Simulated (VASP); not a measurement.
Data:

```
CELL_PARAMETERS angstrom
      1.33283    -2.30852     0.00000
      1.33283     2.30852     0.00000
      0.00000     0.00000     4.32853
ATOMIC_POSITIONS crystal
  Be 0.66667 0.33333 0.50001
  Be 0.33333 0.66667 0.00001
  O  0.66667 0.33333 0.87799
  O  0.33333 0.66667 0.37799
```

All values below come from r2SCAN meta-GGA, VASP's PBE PAW potentials (set 64) (plane waves; VASP). Numerical set-up: 520 eV cut-off, 9×9×5 Γ-centred mesh, Gaussian smearing of 0.050 eV, potentials Be O.

**Question.** Give the stress tensor in GPa (positive for a compressed cell).

**Answer.** 
```
7.58  0.00  0.00
0.00  7.58  0.00
0.00  0.00  7.62
```
The pressure is its mean diagonal, 7.59 GPa.

The compound is BeO in the wurtzite structure. This cell is one point of a volume scan, at 0.97 of the reference volume.
